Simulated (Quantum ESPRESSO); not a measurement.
Crystal: Mg.

```
Mg
1.0
     3.20930    0.00000    0.00000
    -1.60465    2.77934    0.00000
     0.00000    0.00000    5.21030
Mg
2
Cartesian
  1.6047 0.9264 3.9077
  0.0000 1.8529 1.3026
```

Base run:

* Program: Quantum ESPRESSO 7.5
* Functional: M06L
* Potentials or basis: SG15 PBE 1.2
* Cutoff: 952 eV
* Density cutoff: 3810 eV
* k mesh: 8 × 8 × 4
* Occupations: fermi-dirac, width 0.05 eV
* Spin: no spin polarisation

Its results: band gap on the k mesh none (metal or under the smearing width); pressure 1.4 GPa.

**Question.** After a change of settings the same cell gave: band gap on the k mesh none (metal or under the smearing width); pressure -0.8 GPa. Which change was it?
A. functional from M06L to LDA; k mesh from 8 × 8 × 4 to 10 × 10 × 5
B. functional from M06L to RPBE; k mesh from 8 × 8 × 4 to 10 × 10 × 5
C. functional from M06L to SCAN

**Answer.** C.

Caveats: the potentials were made for another functional, which shifts forces and pressure.
